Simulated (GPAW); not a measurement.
# Pt: energy against volume and a worked fit

```
CELL_PARAMETERS angstrom
2.77313 0.00000 0.00000
1.38657 2.40160 0.00000
1.38657 0.80053 2.26425
ATOMIC_POSITIONS crystal
Pt 0.00000 0.00000 0.00000
```

The cell was scaled at fixed shape and fractions and run with GPAW, PAW data sets generated for this functional, cutoff 600 eV; PBEsol+D3(BJ), k mesh 9 × 9 × 9 on the cell of 1 atom, fermi-dirac occupations of 0.05 eV, no spin polarisation, no spin-orbit coupling. Energies are those that the program minimises, any entropy of the smearing included. For a metal such a mesh isn't converged to the digits shown.

| V (Å³/atom) | energy over the lowest row (meV/atom) |
| --- | --- |
| 14.1750 | 11.35 |
| 14.4766 | 0.00 |
| 14.7782 | ? |
| 15.0798 | 14.21 |
| 15.3814 | 36.81 |
| 15.6830 | 68.03 |
| 15.9846 | 106.83 |

Question: Fit the third-order Birch-Murnaghan form, give V0, B0 and B′, and predict the energy left open.

Answer: With y = (V0/V)^(2/3), E = E0 + (9 V0 B0/16) [(y - 1)³ B′ + (y - 1)² (6 - 4y)]. Least squares through the rows shown give V0 = 14.5889 Å³/atom, E0 = -0.86 meV, B0 = 313.5 GPa (1 eV/Å³ = 160.218 GPa) and B′ = 5.34, with a largest miss of 0.01 meV. At V = 14.7782 the form with these constants gives 1.48 meV; the run gave 1.49 meV an atom. Measured volume: 15.09 Å³/atom (arxiv:2412.16732), so the fit lies -3.3 % from it. The runs are for a static lattice.

The fit puts the minimum between the second row and the open one, and the predicted 1.48 meV against the computed 1.49 meV shows that the curve is smooth enough to interpolate. That agreement tests the equation of state, not the functional's description of platinum.

The high stiffness is that of a late 5d metal: partly filled d states bind the atoms strongly, while the overlap of extended d shells and the compressed sp electrons resist a smaller volume. The positive B′ expresses the stiffening under pressure.

The volume is too small, and the bulk modulus lies above the well-known measured value, as expected of an overbound lattice. PBEsol alone usually comes close to the volume of platinum, so the added pairwise attraction, which largely lacks metallic screening, is the probable main cause. Thermal expansion should account for only a small part of the difference. Because only one lattice shape was scaled, the curve carries no information about the preference for this structure over other packings.
